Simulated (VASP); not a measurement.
# PbS (Fm-3m) in VASP: band structure with LDA

Aim: the band structure of PbS with LDA.

Program: VASP 6.6.1. These are calculated values, not measurements. Logs are shortened: lines on timing, memory, paths and dates and some standing lists are left out, and cuts for length are marked.

## (1) The structure

The structure is cubic, space group Fm-3m (No. 225). The conventional cell has a = 5.850 Å, b = 5.850 Å, c = 5.850 Å, α = 90.00°, β = 90.00°, γ = 90.00°. Around Pb (site symmetry m-3m) lie 6 S at 2.92 Å. S (site symmetry m-3m) is surrounded by 6 Pb at 2.92 Å.

## (2) Band structure, LDA

The input, INCAR:

```
SYSTEM = PbS
  PREC = Accurate
  ENCUT = 520
  EDIFF = 1E-6
  ISMEAR = 0
  SIGMA = 0.02
  LREAL = .False.
  LASPH = .True.
  NELM = 100
  ALGO = Fast
  ISIF = 2
  LWAVE = .False.
  LCHARG = .False.
  GGA = CA
```

The input, KPOINTS:

```
regular mesh
0
Gamma
  10 10 10
  0 0 0
```

The input, POSCAR:

```
PbS                                     
1.0
    0.0000000000      2.9248231532      2.9248231532
    2.9248231532      0.0000000000      2.9248231532
    2.9248231532      2.9248231532     -0.0000000000
  Pb              S             
     1     1
Direct
     0.0000000000000000    0.0000000000000000    0.0000000000000000
     0.5000000000000000    0.5000000000000000    0.5000000000000000
```

The input, KPOINTS_OPT:

```
path GXWKGLUWLK,UX
15
line-mode
reciprocal
 0.0000000000  0.0000000000  0.0000000000  G
 0.5000000000  0.0000000000  0.5000000000  X

 0.5000000000  0.0000000000  0.5000000000  X
 0.5000000000  0.2500000000  0.7500000000  W

 0.5000000000  0.2500000000  0.7500000000  W
 0.3750000000  0.3750000000  0.7500000000  K

 0.3750000000  0.3750000000  0.7500000000  K
 0.0000000000  0.0000000000  0.0000000000  G

 0.0000000000  0.0000000000  0.0000000000  G
 0.5000000000  0.5000000000  0.5000000000  L

 0.5000000000  0.5000000000  0.5000000000  L
 0.6250000000  0.2500000000  0.6250000000  U

 0.6250000000  0.2500000000  0.6250000000  U
 0.5000000000  0.2500000000  0.7500000000  W

 0.5000000000  0.2500000000  0.7500000000  W
 0.5000000000  0.5000000000  0.5000000000  L

 0.5000000000  0.5000000000  0.5000000000  L
 0.3750000000  0.3750000000  0.7500000000  K

 0.6250000000  0.2500000000  0.6250000000  U
 0.5000000000  0.0000000000  0.5000000000  X
```

Potentials or basis: VASP PAW LDA potentials, release 64 (Pb_d, S).

Started as:

```console
$ cat potpaw_LDA.64/Pb_d/POTCAR potpaw_LDA.64/S/POTCAR > POTCAR
$ mpirun -np 1 vasp_std > vasp.out
```

OUTCAR:

```text
SYSTEM = PbS
   PREC = Accurate
   ENCUT = 520
   EDIFF = 1E-6
   ISMEAR = 0
   LREAL = .False.
   LASPH = .True.
   NELM = 100
   ISIF = 2
   GGA = CA

 ion  position               nearest neighbor table
   1  0.000  0.000  0.000-   2 2.92   2 2.92   2 2.92   2 2.92   2 2.92   2 2.92
   2  0.500  0.500  0.500-   1 2.92   1 2.92   1 2.92   1 2.92   1 2.92   1 2.92

  LATTYP: Found a face centered cubic cell.
 ALAT       =     5.8496463064

  Lattice vectors:

 A1 = (   0.0000000000,   2.9248231532,   2.9248231532)
 A2 = (   2.9248231532,   0.0000000000,   2.9248231532)
 A3 = (   2.9248231532,   2.9248231532,   0.0000000000)

Analysis of symmetry for initial positions (statically):
=====================================================================
 Subroutine PRICEL returns:
 Original cell was already a primitive cell.

 Routine SETGRP: Setting up the symmetry group for a
 face centered cubic supercell.

 Subroutine GETGRP returns: Found 48 space group operations
 (whereof 48 operations were pure point group operations)
 out of a pool of 48 trial point group operations.

The static configuration has the point symmetry O_h .

Analysis of symmetry for dynamics (positions and initial velocities):
=====================================================================
 Subroutine PRICEL returns:
 Original cell was already a primitive cell.

 Routine SETGRP: Setting up the symmetry group for a
 face centered cubic supercell.

 Subroutine GETGRP returns: Found 48 space group operations
 (whereof 48 operations were pure point group operations)
 out of a pool of 48 trial point group operations.

The dynamic configuration has the point symmetry O_h .

 Subroutine INISYM returns: Found 48 space group operations
 (whereof 48 operations are pure point group operations),
 and found     1 'primitive' translations

----------------------------------------------------------------------------------------

                                     Primitive cell

  volume of cell :      50.0413

  direct lattice vectors                    reciprocal lattice vectors
     0.000000000  2.924823153  2.924823153    -0.170950507  0.170950507  0.170950507
     2.924823153  0.000000000  2.924823153     0.170950507 -0.170950507  0.170950507
     2.924823153  2.924823153  0.000000000     0.170950507  0.170950507 -0.170950507

  length of vectors
     4.136324571  4.136324571  4.136324571     0.296094963  0.296094963  0.296094963

  position of ions in fractional coordinates (direct lattice)
     0.000000000  0.000000000  0.000000000
     0.500000000  0.500000000  0.500000000

  ion indices of the primitive-cell ions
   primitive index   ion index
                 1           1
                 2           2

[... 90 lines left out ...]
     AMIX     =   0.40;   BMIX     =  1.00
     AMIX_MAG =   1.60;   BMIX_MAG =  1.00
  volume/ion in A,a.u.               =      25.02       168.85
  Fermi-wavevector in a.u.,A,eV,Ry     =   1.205892  2.278806 19.785272  1.454176
  Thomas-Fermi vector in A             =   2.341576
   LORBIT       =      0    0 simple, 1 ext, 2 COOP (PROOUT), +10 PAW based schemes
   GGA     = CA    functional components
   LHFCALC =     F    Hartree Fock is set to
   AEXX    =    0.0000 exact exchange contribution
   IVDW    =     0    specifies the selected vdW correction
   LEPSILON=     F    determine dielectric tensor
   LRPA    =     F    only Hartree local field effects (RPA)
 non-spin polarized calculation
 RMM-DIIS sequential band-by-band and
 Gauss-broadening in eV      SIGMA  =   0.02
  energy-cutoff  :      520.00
  volume of cell :       50.04
 maximum number of plane-waves:      1365
   NGX = 15   NGY = 15   NGZ = 15

 number of electron      19.9999997 magnetization

 Free energy of the ion-electron system (eV)
  ---------------------------------------------------
  ext. energy  EPLUGINS =         0.00000000
  ---------------------------------------------------
  free energy    TOTEN  =        -9.99832352 eV

  energy without entropy =       -9.99829650  energy(sigma->0) =       -9.99831001

 E-fermi :   6.2404     XC(G=0): -10.2202

 val. band max:        6.2184039375   @ k =   0.5000   0.0000   0.0000
 cond. band min:       6.2623335301   @ k =   0.5000   0.0000   0.0000
 fundamental gap:      0.0439295926
 Fermi energy:         6.2403687335

 k-point     1 :       0.0000    0.0000    0.0000
  band No.  band energies     occupation
      1     -10.6933      2.00000
      2     -10.6933      2.00000
      3     -10.6933      2.00000
      4     -10.6855      2.00000
      5     -10.6855      2.00000
      6      -7.7936      2.00000
      7       0.1608      2.00000
      8       3.7935      2.00000
      9       3.7935      2.00000
     10       3.7935      2.00000
     11      11.3549      0.00000
     12      11.3549      0.00000
     13      11.3550      0.00000
     14      12.7016      0.00000
[... 377 lines left out ...]
      1     -10.8179      2.00000
      2     -10.7142      2.00000
      3     -10.6674      2.00000
      4     -10.6381      2.00000
      5     -10.6335      2.00000
      6      -6.3828      2.00000
      7      -1.6158      2.00000
      8       2.2674      2.00000
      9       2.7732      2.00000
     10       2.9963      2.00000
     11       9.8144      0.00000
     12      10.1939      0.00000
     13      11.0734      0.00000
     14      11.5282      0.00000

 [... further k-points ...]

------------------------ aborting loop because EDIFF is reached ----------------------------------------

  FORCE on cell =-STRESS in cart. coord.  units (eV):
  Direction    XX          YY          ZZ          XY          YZ          ZX
  --------------------------------------------------------------------------------------
  -------------------------------------------------------------------------------------
  Total       -0.0530527     -0.0530527     -0.0530527     -0.0000000      0.0000000      0.0000000
  in kB       -1.6985912     -1.6985912     -1.6985912     -0.0000000      0.0000000      0.0000000
  external PRESSURE =      -1.6985912 kB  Pullay stress =       0.0000000 kB

 VOLUME and BASIS-vectors are now :
 -----------------------------------------------------------------------------
  energy-cutoff  :      520.00
  volume of cell :       50.04
      direct lattice vectors                 reciprocal lattice vectors
     0.000000000  2.924823153  2.924823153    -0.170950507  0.170950507  0.170950507
     2.924823153  0.000000000  2.924823153     0.170950507 -0.170950507  0.170950507
     2.924823153  2.924823153  0.000000000     0.170950507  0.170950507 -0.170950507

 POSITION                                       TOTAL-FORCE (eV/Angst)
 -----------------------------------------------------------------------------------
      0.00000      0.00000      0.00000         0.000000      0.000000      0.000000
      2.92482      2.92482      2.92482         0.000000      0.000000     -0.000000
 -----------------------------------------------------------------------------------
    total drift:                                0.000000     -0.000000     -0.000000

  FREE ENERGIE OF THE ION-ELECTRON SYSTEM (eV)
  ---------------------------------------------------
  free  energy   TOTEN  =        -9.9983235192 eV

  energy  without entropy=       -9.9982964964  energy(sigma->0) =       -9.99831001
```

OSZICAR:

```text
N       E                     dE             d eps       ncg     rms          rms(c)
DAV:   1     0.157618080204E+03    0.15762E+03   -0.98326E+03  1316   0.149E+03
DAV:   2     0.196133947114E+01   -0.15566E+03   -0.15183E+03  1406   0.359E+02
[... 41 lines left out ...]
DAV:   8    -0.491317964839E+04   -0.14967E-05     1102
DAV:   9    -0.491317964888E+04   -0.49413E-06     1054
       N       E                     dE             ncg
DAV:   1     0.255740926976E+05   -0.61372E+04      252
DAV:   2     0.242155577075E+05   -0.13585E+04      258
DAV:   3     0.241216265599E+05   -0.93931E+02      348
DAV:   4     0.241196065440E+05   -0.20200E+01      264
DAV:   5     0.241195191222E+05   -0.87422E-01      342
DAV:   6     0.241195143298E+05   -0.47924E-02      312
DAV:   7     0.241195143050E+05   -0.24730E-04      360
DAV:   8     0.241195143047E+05   -0.30438E-06      174
```

It took 27 s on 1 thread of Intel Xeon 6975P-C (Granite Rapids), shared host; peak memory 0.19 GiB.

Results:

| Property | Result |
| --- | --- |
| Free energy | -9.9983 eV |
| Pressure | -0.2 GPa |
| Band gap on the k mesh | 0.04 eV, direct |
| Band gap along the path | 0.05 eV, direct |

Levels at the corners of the path, in eV from the valence-band top:
| point | band 6 | band 7 | band 8 | band 9 | band 10 | band 11 | band 12 | band 13 | band 14 |
| --- | --- | --- | --- | --- | --- | --- | --- | --- | --- |
| Γ | -14.01 | -6.06 | -2.43 | -2.43 | -2.43 | 5.14 | 5.14 | 5.14 | 6.49 |
| X | -12.10 | -7.40 | -5.68 | -3.79 | -3.79 | 3.49 | 5.55 | 5.67 | 5.67 |
| X | -12.10 | -7.40 | -5.68 | -3.79 | -3.79 | 3.49 | 5.55 | 5.67 | 5.67 |
| W | -12.05 | -8.25 | -4.85 | -4.85 | -1.15 | 1.97 | 4.51 | 4.51 | 8.07 |
| W | -12.05 | -8.25 | -4.85 | -4.85 | -1.15 | 1.97 | 4.51 | 4.51 | 8.07 |
| K | -12.11 | -8.30 | -5.23 | -3.26 | -2.74 | 3.16 | 4.03 | 4.97 | 6.03 |
| K | -12.11 | -8.30 | -5.23 | -3.26 | -2.74 | 3.16 | 4.03 | 4.97 | 6.03 |
| Γ | -14.01 | -6.06 | -2.43 | -2.43 | -2.43 | 5.14 | 5.14 | 5.14 | 6.49 |
| Γ | -14.01 | -6.06 | -2.43 | -2.43 | -2.43 | 5.14 | 5.14 | 5.14 | 6.49 |
| L | -12.61 | -9.24 | -1.98 | -1.98 | 0.00 | 0.05 | 1.68 | 1.68 | 8.47 |
| L | -12.61 | -9.24 | -1.98 | -1.98 | 0.00 | 0.05 | 1.68 | 1.68 | 8.47 |
| U | -12.11 | -8.30 | -5.23 | -3.26 | -2.74 | 3.16 | 4.03 | 4.97 | 6.03 |
| U | -12.11 | -8.30 | -5.23 | -3.26 | -2.74 | 3.16 | 4.03 | 4.97 | 6.03 |
| W | -12.05 | -8.25 | -4.85 | -4.85 | -1.15 | 1.97 | 4.51 | 4.51 | 8.07 |
| W | -12.05 | -8.25 | -4.85 | -4.85 | -1.15 | 1.97 | 4.51 | 4.51 | 8.07 |
| L | -12.61 | -9.24 | -1.98 | -1.98 | 0.00 | 0.05 | 1.68 | 1.68 | 8.47 |
| L | -12.61 | -9.24 | -1.98 | -1.98 | 0.00 | 0.05 | 1.68 | 1.68 | 8.47 |
| K | -12.11 | -8.30 | -5.23 | -3.26 | -2.74 | 3.16 | 4.03 | 4.97 | 6.03 |
| U | -12.11 | -8.30 | -5.23 | -3.26 | -2.74 | 3.16 | 4.03 | 4.97 | 6.03 |
| X | -12.10 | -7.40 | -5.68 | -3.79 | -3.79 | 3.49 | 5.55 | 5.67 | 5.67 |

Caveat: spin-orbit coupling is left out, which as a rule narrows the gap of such compounds by several tenths of an eV.
